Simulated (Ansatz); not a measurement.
# La2O3: the cost of one run

Computed with Ansatz 0.2.0 (DFT PBE, scalar-relativistic, plane waves, PAW, unless a step's input says otherwise).

## Step 1: The structure to begin with

The structure is trigonal, space group P-3m1 (No. 164). The conventional cell has a = 3.931 Å, b = 3.931 Å, c = 6.112 Å, α = 90.00°, β = 90.00°, γ = 120.00°. Around La (site symmetry 3m) lie 7 O at 2.36 to 2.72 Å. O (site symmetry 3m) has 4 La at 2.36 to 2.44 Å in its first shell of neighbours. O (site symmetry -3m) has 6 La at 2.72 Å in its first shell of neighbours.

Coordinates:

```
CELL_PARAMETERS angstrom
-5.89617 3.40415 6.11195
5.89617 -3.40415 6.11195
5.89617 10.21246 -6.11195
ATOMIC_POSITIONS crystal
La 0.37688 0.54355 0.16667
La 0.87688 0.04355 0.16667
La 0.71022 0.37688 0.33333
La 0.21022 0.87688 0.33333
La 0.04355 0.21022 0.50000
La 0.54355 0.71022 0.50000
La 0.37688 0.04355 0.66667
La 0.87688 0.54355 0.66667
La 0.71022 0.87688 0.83333
La 0.21022 0.37688 0.83333
La 0.04355 0.71022 0.00000
La 0.54355 0.21022 0.00000
La 0.28978 0.12312 0.16667
La 0.78978 0.62312 0.16667
La 0.62312 0.95645 0.33333
La 0.12312 0.45645 0.33333
La 0.95645 0.78978 0.50000
La 0.45645 0.28979 0.50000
La 0.28978 0.62312 0.66667
La 0.78978 0.12312 0.66667
La 0.62312 0.45645 0.83333
La 0.12312 0.95645 0.83333
La 0.95645 0.28979 0.00000
La 0.45645 0.78978 0.00000
O 0.17705 0.34372 0.16667
O 0.67705 0.84372 0.16667
O 0.51039 0.17705 0.33333
O 0.01039 0.67705 0.33333
O 0.84372 0.01039 0.50000
O 0.34372 0.51039 0.50000
O 0.17705 0.84372 0.66667
O 0.67705 0.34372 0.66667
O 0.51039 0.67705 0.83333
O 0.01039 0.17705 0.83333
O 0.84372 0.51039 0.00000
O 0.34372 0.01039 0.00000
O 0.48961 0.32294 0.16667
O 0.98961 0.82295 0.16667
O 0.82295 0.15628 0.33333
O 0.32295 0.65628 0.33333
O 0.15628 0.98961 0.50000
O 0.65628 0.48961 0.50000
O 0.48961 0.82295 0.66667
O 0.98961 0.32294 0.66667
O 0.82295 0.65628 0.83333
O 0.32295 0.15628 0.83333
O 0.15628 0.48961 0.00000
O 0.65628 0.98961 0.00000
O 0.00000 0.00000 0.00000
O 0.50000 0.50000 0.00000
O 0.33333 0.83333 0.16667
O 0.83333 0.33333 0.16667
O 0.66667 0.66667 0.33333
O 0.16667 0.16667 0.33333
O 0.00000 0.50000 0.50000
O 0.50000 0.00000 0.50000
O 0.33333 0.33333 0.66667
O 0.83333 0.83333 0.66667
O 0.66667 0.16667 0.83333
O 0.16667 0.66667 0.83333
```

The runs take a perfect supercell of 60 atoms; the defect goes to fractional position (0.377, 0.543, 0.167).

## Step 2: The perfect supercell

Input file input.yaml:

```yaml
crystal:
  lattice:
    - [-5.896167, 3.404153, 6.111954]
    - [5.896167, -3.404153, 6.111954]
    - [5.896167, 10.21246, -6.111953]
  atoms:
    - { symbol: La, position: [0.376882, 0.543548, 0.166667] }
    - { symbol: La, position: [0.876882, 0.043548, 0.166667] }
    - { symbol: La, position: [0.710216, 0.376882, 0.333333] }
    - { symbol: La, position: [0.210216, 0.876882, 0.333333] }
    - { symbol: La, position: [0.043549, 0.210215, 0.5] }
    - { symbol: La, position: [0.543549, 0.710215, 0.5] }
    - { symbol: La, position: [0.376882, 0.043548, 0.666667] }
    - { symbol: La, position: [0.876882, 0.543548, 0.666667] }
    - { symbol: La, position: [0.710216, 0.876882, 0.833333] }
    - { symbol: La, position: [0.210216, 0.376882, 0.833333] }
    - { symbol: La, position: [0.043549, 0.710215, 0.0] }
    - { symbol: La, position: [0.543549, 0.210215, 0.0] }
    - { symbol: La, position: [0.289784, 0.123118, 0.166667] }
    - { symbol: La, position: [0.789784, 0.623118, 0.166667] }
    - { symbol: La, position: [0.623118, 0.956452, 0.333333] }
    - { symbol: La, position: [0.123118, 0.456452, 0.333333] }
    - { symbol: La, position: [0.956451, 0.789785, 0.5] }
    - { symbol: La, position: [0.456451, 0.289785, 0.5] }
    - { symbol: La, position: [0.289784, 0.623118, 0.666667] }
    - { symbol: La, position: [0.789784, 0.123118, 0.666667] }
    - { symbol: La, position: [0.623118, 0.456452, 0.833333] }
    - { symbol: La, position: [0.123118, 0.956452, 0.833333] }
    - { symbol: La, position: [0.956451, 0.289785, 0.0] }
    - { symbol: La, position: [0.456451, 0.789785, 0.0] }
    - { symbol: O, position: [0.177054, 0.343721, 0.166667] }
    - { symbol: O, position: [0.677054, 0.843721, 0.166667] }
    - { symbol: O, position: [0.510388, 0.177055, 0.333333] }
    - { symbol: O, position: [0.010388, 0.677055, 0.333333] }
    - { symbol: O, position: [0.843721, 0.010388, 0.5] }
    - { symbol: O, position: [0.343721, 0.510388, 0.5] }
    - { symbol: O, position: [0.177054, 0.843721, 0.666667] }
    - { symbol: O, position: [0.677054, 0.343721, 0.666667] }
    - { symbol: O, position: [0.510388, 0.677055, 0.833333] }
    - { symbol: O, position: [0.010388, 0.177055, 0.833333] }
    - { symbol: O, position: [0.843721, 0.510388, 0.0] }
    - { symbol: O, position: [0.343721, 0.010388, 0.0] }
    - { symbol: O, position: [0.489612, 0.322945, 0.166667] }
    - { symbol: O, position: [0.989612, 0.822945, 0.166667] }
    - { symbol: O, position: [0.822946, 0.156279, 0.333333] }
    - { symbol: O, position: [0.322946, 0.656279, 0.333333] }
    - { symbol: O, position: [0.156279, 0.989612, 0.5] }
    - { symbol: O, position: [0.656279, 0.489612, 0.5] }
    - { symbol: O, position: [0.489612, 0.822945, 0.666667] }
    - { symbol: O, position: [0.989612, 0.322945, 0.666667] }
    - { symbol: O, position: [0.822946, 0.656279, 0.833333] }
    - { symbol: O, position: [0.322946, 0.156279, 0.833333] }
    - { symbol: O, position: [0.156279, 0.489612, 0.0] }
    - { symbol: O, position: [0.656279, 0.989612, 0.0] }
    - { symbol: O, position: [0.0, 0.0, 0.0] }
    - { symbol: O, position: [0.5, 0.5, 0.0] }
    - { symbol: O, position: [0.333333, 0.833333, 0.166667] }
    - { symbol: O, position: [0.833333, 0.333333, 0.166667] }
    - { symbol: O, position: [0.666667, 0.666667, 0.333333] }
    - { symbol: O, position: [0.166667, 0.166667, 0.333333] }
    - { symbol: O, position: [0.0, 0.5, 0.5] }
    - { symbol: O, position: [0.5, 0.0, 0.5] }
    - { symbol: O, position: [0.333333, 0.333333, 0.666667] }
    - { symbol: O, position: [0.833333, 0.833333, 0.666667] }
    - { symbol: O, position: [0.666667, 0.166667, 0.833333] }
    - { symbol: O, position: [0.166667, 0.666667, 0.833333] }
basis:
  ecutwfc: 420
  fft_grid_basis: typed
kpoints:
  mp_grid: { grid: [2, 2, 2] }
hamiltonian:
  xc: pbe
  pseudopotentials: { kind: paw }
scf:
  occupations: { method: gaussian, width: 0.05 }
output:
  forces: true
  stress: false
  eigenvalues: true
  bader: false
  write_density: true
  volumetric_format: npy
```

The run is started by

```sh
$ ansatz run input.yaml --threads 8 --pin off --max-ram 16384MiB --backend cpu --events-out ev --progress --plain --runs-dir out
```

Q: Estimate wall time and peak memory on 8 threads of AMD EPYC 9R45 (Zen 5), shared host.

About 7.9 s, with a peak of 8.8 GiB.
